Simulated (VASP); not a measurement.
# MgO (Periclase) (Fm-3m) in VASP: further runs

One crystal, MgO (Periclase), is run at these levels: LDA, AM05, PBE; tasks: relaxation of the atoms, relaxation of cell and atoms.

All numbers are computed with VASP 6.6.1; they aren't measurements. Logs are shortened: lines on timing, memory, paths and dates and some standing lists are left out, and cuts for length are marked.

**1. The crystal as given**

The structure is cubic, space group Fm-3m (No. 225). The conventional cell has a = 4.217 Å, b = 4.217 Å, c = 4.217 Å, α = 90.00°, β = 90.00°, γ = 90.00°. Around Mg (site symmetry m-3m) lie 6 O at 2.11 Å. Around O (site symmetry m-3m) lie 6 Mg at 2.11 Å.

**2. Relaxation of the atoms, LDA (a relaxed cell with its volume scaled by 1.04)**

INCAR

```
  PREC = Accurate
  ENCUT = 600
  EDIFF = 1E-7
  ISMEAR = 0
  SIGMA = 0.03
  LREAL = F
  LASPH = T
  NELM = 80
  ALGO = Normal
  ISIF = 2
  LWAVE = F
  LCHARG = F
  GGA = CA
  IBRION = 2
  NSW = 40
  EDIFFG = -0.01
```

KPOINTS

```
regular mesh
0
Gamma
  12 12 12
```

POSCAR

```
MgO                                     
1.0
    0.0000000000      2.0988969911      2.0988969911
    2.0988969911      0.0000000000      2.0988969911
    2.0988969911      2.0988969911      0.0000000000
  Mg              O             
     1     1
Direct
     0.0000000000000000    0.0000000000000000    0.0000000000000000
     0.5000000000000000    0.5000000000000000    0.5000000000000000
```

Potentials or basis: VASP PAW LDA potentials, release 64 (Mg, O).

Command:

```sh
$ cat potpaw_LDA.64/Mg/POTCAR potpaw_LDA.64/O/POTCAR > POTCAR
$ mpirun -np 1 vasp_std > vasp.out
```

OUTCAR:

```text
PREC = Accurate
   ENCUT = 600
   EDIFF = 1E-7
   ISMEAR = 0
   LREAL = F
   LASPH = T
   NELM = 80
   ISIF = 2
   GGA = CA
   IBRION = 2
   NSW = 40
   EDIFFG = -0.01

 ion  position               nearest neighbor table
   1  0.000  0.000  0.000-   2 2.10   2 2.10   2 2.10   2 2.10   2 2.10   2 2.10
   2  0.500  0.500  0.500-   1 2.10   1 2.10   1 2.10   1 2.10   1 2.10   1 2.10

  LATTYP: Found a face centered cubic cell.
 ALAT       =     4.1977939822

  Lattice vectors:

 A1 = (   0.0000000000,   2.0988969911,   2.0988969911)
 A2 = (   2.0988969911,   0.0000000000,   2.0988969911)
 A3 = (   2.0988969911,   2.0988969911,   0.0000000000)

Analysis of symmetry for initial positions (statically):
=====================================================================
 Subroutine PRICEL returns:
 Original cell was already a primitive cell.

 Routine SETGRP: Setting up the symmetry group for a
 face centered cubic supercell.

 Subroutine GETGRP returns: Found 48 space group operations
 (whereof 48 operations were pure point group operations)
 out of a pool of 48 trial point group operations.

The static configuration has the point symmetry O_h .

Analysis of symmetry for dynamics (positions and initial velocities):
=====================================================================
 Subroutine PRICEL returns:
 Original cell was already a primitive cell.

 Routine SETGRP: Setting up the symmetry group for a
 face centered cubic supercell.

 Subroutine GETGRP returns: Found 48 space group operations
 (whereof 48 operations were pure point group operations)
 out of a pool of 48 trial point group operations.

The dynamic configuration has the point symmetry O_h .

 Subroutine INISYM returns: Found 48 space group operations
 (whereof 48 operations are pure point group operations),
 and found     1 'primitive' translations

----------------------------------------------------------------------------------------

                                     Primitive cell

  volume of cell :      18.4928

  direct lattice vectors                    reciprocal lattice vectors
     0.000000000  2.098896991  2.098896991    -0.238220362  0.238220362  0.238220362
     2.098896991  0.000000000  2.098896991     0.238220362 -0.238220362  0.238220362
     2.098896991  2.098896991  0.000000000     0.238220362  0.238220362 -0.238220362

  length of vectors
     2.968288591  2.968288591  2.968288591     0.412609770  0.412609770  0.412609770

  position of ions in fractional coordinates (direct lattice)
     0.000000000  0.000000000  0.000000000
     0.500000000  0.500000000  0.500000000

  ion indices of the primitive-cell ions
   primitive index   ion index
                 1           1
                 2           2

----------------------------------------------------------------------------------------

 KPOINTS: regular mesh

Automatic generation of k-mesh.
 Grid dimensions read from file:
 generate k-points for:   12   12   12

 Generating k-lattice:

  Cartesian coordinates                     Fractional coordinates (reciprocal lattice)
    -0.019851697  0.019851697  0.019851697     0.083333333  0.000000000  0.000000000
     0.019851697 -0.019851697  0.019851697     0.000000000  0.083333333  0.000000000
     0.019851697  0.019851697 -0.019851697     0.000000000  0.000000000  0.083333333

  Length of vectors
     0.034384147  0.034384147  0.034384147

  Shift w.r.t. Gamma in fractional coordinates (k-lattice)
     0.000000000  0.000000000  0.000000000

 Subroutine IBZKPT returns following result:
 ===========================================

 Found     72 irreducible k-points:

 Following reciprocal coordinates:
            Coordinates               Weight
  0.000000  0.000000  0.000000      1.000000
  0.083333  0.000000  0.000000      8.000000
  0.166667  0.000000  0.000000      8.000000
  0.250000  0.000000  0.000000      8.000000
  0.333333  0.000000  0.000000      8.000000
  0.416667  0.000000  0.000000      8.000000
[... 16 lines left out ...]
  0.500000  0.166667  0.000000     24.000000
 -0.416667  0.166667  0.000000     24.000000
 [... further k-points ...]
   k-points           NKPTS =     72   k-points in BZ     NKDIM =     72   number of bands    NBANDS=      8
   number of dos      NEDOS =    301   number of ions     NIONS =      2
   total plane-waves  NPLWV =  13824
   dimension x,y,z NGX =    24 NGY =   24 NGZ =   24
   dimension x,y,z NGXF=    48 NGYF=   48 NGZF=   48
   ions per type =               1   1
   NGX,Y,Z   is equivalent  to a cutoff of  13.44, 13.44, 13.44 a.u.
   NGXF,Y,Z  is equivalent  to a cutoff of  26.88, 26.88, 26.88 a.u.
 SYSTEM =  unknown system
   PREC   = accura    normal or accurate (medium, high low for compatibility)
   ISTART =      0    job   : 0-new  1-cont  2-samecut
   ICHARG =      2    charge: 1-file 2-atom 10-const
   ISPIN  =      1    spin polarized calculation?
   LNONCOLLINEAR =      F non collinear calculations
   LSORBIT =      F    spin-orbit coupling
   LASPH  =      T    aspherical Exc in radial PAW
   ENCUT  =  600.0 eV  44.10 Ry    6.64 a.u.   5.93  5.93  5.93*2*pi/ulx,y,z
   NELM   =     80;   NELMIN=  2; NELMDL= -5     # of ELM steps
   EDIFF  = 0.1E-06   stopping-criterion for ELM
   LREAL  =      F    real-space projection
   EDIFFG = -.1E-01   stopping-criterion for IOM
   NSW    =     40    number of steps for IOM
   IBRION =      2    ionic relax: 0-MD 1-quasi-New 2-CG
   NFREE  =      1    steps in history (QN), initial steepest desc. (CG)
   ISIF   =      2    stress and relaxation
   ISYM   =      2    0-nonsym 1-usesym 2-fastsym
   POTIM  = 0.5000    time-step for ionic-motion
   TEBEG  =    0.0;   TEEND  =   0.0 temperature during run
   PSTRESS=    0.0 pullay stress
   NELECT =       8.0000    total number of electrons
   NUPDOWN=      -1.0000    fix difference up-down
   EMIN   =  10.00;   EMAX   =-10.00  energy-range for DOS
   EFERMI =   0.00;   METHOD = LEGACY
   ISMEAR =     0;   SIGMA  =   0.03  broadening in eV -4-tet -1-fermi 0-gaus
   EFERMI_NEDOS =   21; number of points for ismear=-14 and -15
   IALGO  =     38    algorithm
   IMIX   =      4    mixing-type and parameters
     AMIX     =   0.40;   BMIX     =  1.00
     AMIX_MAG =   1.60;   BMIX_MAG =  1.00
  volume/ion in A,a.u.               =       9.25        62.40
  Fermi-wavevector in a.u.,A,eV,Ry     =   1.238142  2.339749 20.857663  1.532995
  Thomas-Fermi vector in A             =   2.372680
   LORBIT       =      0    0 simple, 1 ext, 2 COOP (PROOUT), +10 PAW based schemes
   GGA     = CA    functional components
   LHFCALC =     F    Hartree Fock is set to
   AEXX    =    0.0000 exact exchange contribution
   IVDW    =     0    specifies the selected vdW correction
   LEPSILON=     F    determine dielectric tensor
   LRPA    =     F    only Hartree local field effects (RPA)
 conjugate gradient relaxation of ions
 non-spin polarized calculation
 Gauss-broadening in eV      SIGMA  =   0.03
  energy-cutoff  :      600.00
  volume of cell :       18.49
 maximum number of plane-waves:       636
   NGX = 11   NGY = 11   NGZ = 11

 number of electron       8.0000004 magnetization

 Free energy of the ion-electron system (eV)
  ---------------------------------------------------
  ext. energy  EPLUGINS =         0.00000000
  ---------------------------------------------------
  free energy    TOTEN  =       -13.43606329 eV

  energy without entropy =      -13.43606329  energy(sigma->0) =      -13.43606329

 E-fermi :   3.1810     XC(G=0): -11.6409

 val. band max:        2.9559325916   @ k =   0.0000   0.0000   0.0000
 cond. band min:       7.7135473636   @ k =   0.0000   0.0000   0.0000
 fundamental gap:      4.7576147721
 Fermi energy:         3.1809974872

 k-point     1 :       0.0000    0.0000    0.0000
  band No.  band energies     occupation
      1     -14.0989      2.00000
      2       2.9559      2.00000
      3       2.9559      2.00000
      4       2.9559      2.00000
      5       7.7135      0.00000
      6      18.5389      0.00000
      7      18.5389      0.00000
      8      18.5389      0.00000

 k-point     2 :       0.0833    0.0000    0.0000
  band No.  band energies     occupation
      1     -14.0207      2.00000
      2       2.4782      2.00000
      3       2.9065      2.00000
      4       2.9065      2.00000
      5       8.1652      0.00000
      6      17.5974      0.00000
      7      18.7115      0.00000
      8      18.7115      0.00000

 k-point     3 :       0.1667    0.0000    0.0000
  band No.  band energies     occupation
      1     -13.7988      2.00000
      2       1.4204      2.00000
      3       2.7748      2.00000
      4       2.7748      2.00000
      5       9.1183      0.00000
      6      16.2429      0.00000
      7      19.1185      0.00000
      8      19.1185      0.00000

 k-point     4 :       0.2500    0.0000    0.0000
  band No.  band energies     occupation
      1     -13.4737      2.00000
      2       0.2416      2.00000
      3       2.6022      2.00000
      4       2.6022      2.00000
      5      10.0280      0.00000
      6      15.3731      0.00000
      7      19.4031      0.00000
      8      19.4031      0.00000

 k-point     5 :       0.3333    0.0000    0.0000
  band No.  band energies     occupation
      1     -13.1175      2.00000
      2      -0.8023      2.00000
      3       2.4371      2.00000
      4       2.4371      2.00000
      5      10.5659      0.00000
      6      15.1534      0.00000
      7      19.3267      0.00000
      8      19.3267      0.00000
[... 177 lines left out ...]
 k-point    22 :       0.4167    0.1667    0.0000
  band No.  band energies     occupation
      1     -12.8649      2.00000
      2      -0.8989      2.00000
      3       1.7359      2.00000
      4       2.1117      2.00000
      5      11.6927      0.00000
      6      14.5658      0.00000
      7      17.3770      0.00000
      8      19.8824      0.00000

 k-point    23 :       0.5000    0.1667    0.0000
  band No.  band energies     occupation
      1     -12.6608      2.00000
      2      -1.3270      2.00000
      3       1.4689      2.00000
      4       2.0869      2.00000
      5      11.8523      0.00000
      6      15.0515      0.00000
      7      17.0089      0.00000
      8      19.7411      0.00000

 k-point    24 :      -0.4167    0.1667    0.0000
  band No.  band energies     occupation
      1     -12.6290      2.00000
      2      -1.3757      2.00000
      3       1.3270      2.00000
      4       2.1469      2.00000
      5      11.9118      0.00000
      6      15.2126      0.00000
      7      16.9579      0.00000
      8      19.6950      0.00000

 [... further k-points ...]

------------------------ aborting loop because EDIFF is reached ----------------------------------------

  FORCE on cell =-STRESS in cart. coord.  units (eV):
  Direction    XX          YY          ZZ          XY          YZ          ZX
  --------------------------------------------------------------------------------------
  -------------------------------------------------------------------------------------
  Total       -0.7441208     -0.7441208     -0.7441208     -0.0000000     -0.0000000      0.0000000
  in kB      -64.4689552    -64.4689552    -64.4689552     -0.0000000     -0.0000000      0.0000000
  external PRESSURE =     -64.4689552 kB  Pullay stress =       0.0000000 kB

 VOLUME and BASIS-vectors are now :
 -----------------------------------------------------------------------------
  energy-cutoff  :      600.00
  volume of cell :       18.49
      direct lattice vectors                 reciprocal lattice vectors
     0.000000000  2.098896991  2.098896991    -0.238220362  0.238220362  0.238220362
     2.098896991  0.000000000  2.098896991     0.238220362 -0.238220362  0.238220362
     2.098896991  2.098896991  0.000000000     0.238220362  0.238220362 -0.238220362

 POSITION                                       TOTAL-FORCE (eV/Angst)
 -----------------------------------------------------------------------------------
      0.00000      0.00000      0.00000        -0.000000     -0.000000     -0.000000
      2.09890      2.09890      2.09890         0.000000      0.000000      0.000000
 -----------------------------------------------------------------------------------
    total drift:                               -0.000000     -0.000000      0.000000

  FREE ENERGIE OF THE ION-ELECTRON SYSTEM (eV)
  ---------------------------------------------------
  free  energy   TOTEN  =       -13.4360632900 eV

  energy  without entropy=      -13.4360632900  energy(sigma->0) =      -13.43606329

 reached required accuracy - stopping structural energy minimisation
```

Wall time 19 s (1 thread of AMD EPYC 7R43 (Zen 3), shared host); peak memory 0.1 GiB.

What came out:

```yaml
Free_energy: -13.4361 eV
Pressure_after_relaxing: -6.4 GPa
Band_gap_on_the_k_mesh: 4.76 eV, direct
```

Final structure:
```
Mg O
1.0
     0.00000    2.09890    2.09890
     2.09890    0.00000    2.09890
     2.09890    2.09890    0.00000
Mg O
1 1
Direct
  0.00000 0.00000 0.00000
  0.50000 0.50000 0.50000
```

Caveat: the relaxation stopped at its first step, so nothing moved. A k mesh can miss the band edges.

[end of part 1 of 2]
